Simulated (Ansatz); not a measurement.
# A sublattice moved along a line in Bi2Se3

The calculation used DFT LDA, scalar-relativistic, plane waves, PAW (Ansatz). Cutoff 350 eV, Γ-centred 6×6×6 k-points, Gaussian smearing of 0.03 eV. The mesh is coarse. Spin–orbit coupling is left out, which matters for the heavy elements here. The cutoff lies under the one recommended for these potentials. No spin polarisation. Energies are free energies at this smearing, counted from the undisturbed cell; pressure is positive in compression.

The undisturbed cell (as given, not relaxed at this level; it stands at -1.8 GPa):

```
CELL_PARAMETERS angstrom
2.07150 1.19598 9.54533
-2.07150 1.19598 9.54533
0.00000 -2.39196 9.54533
ATOMIC_POSITIONS crystal
Bi 0.40080 0.40080 0.40080
Bi 0.59920 0.59920 0.59920
Se 0.00000 0.00000 0.00000
Se 0.21170 0.21170 0.21170
Se 0.78830 0.78830 0.78830
```

Every Se atom is moved by x along the Cartesian unit vector (-0.674, -0.389, 0.628); the cell and all other atoms stay fixed.

| x (Å) | ΔE (meV/cell) | force along x on the moved atoms (eV/Å) | pressure (GPa) | gap on the mesh (eV) |
| --- | --- | --- | --- | --- |
| -0.1000 | 37.7 | 0.78 | -1.7 | 0.32 |
| -0.0500 | ? | ? | -1.8 | 0.18 |
| 0.0000 | 0.0 | 0.00 | -1.8 | 0.10 |
| 0.0125 | 0.6 | -0.09 | -1.8 | 0.11 |
| 0.0250 | 2.3 | -0.18 | -1.8 | 0.13 |
| 0.0375 | 5.1 | -0.28 | -1.8 | 0.15 |
| 0.0625 | 14.4 | -0.47 | -1.8 | 0.22 |
| 0.0750 | ? | -0.57 | ? | 0.25 |
| 0.0875 | 28.7 | -0.67 | -1.7 | 0.29 |

By symmetry 0.1000 repeats -0.1000, -0.0750 repeats 0.0750, 0.0500 repeats -0.0500, -0.0250 repeats 0.0250 in energy; the slope of the energy along the path changes sign there.

Task: Give the withheld values.

Result: ΔE (meV/cell) at x (Å) = -0.0500: 9.2; force along x on the moved atoms (eV/Å) at x (Å) = -0.0500: 0.37; ΔE (meV/cell) at x (Å) = 0.0750: 20.9; pressure (GPa) at x (Å) = 0.0750: -1.7.

Cost: 9 runs of about 4.1 core-minutes in all, on Arm Neoverse V2 (shared hosts).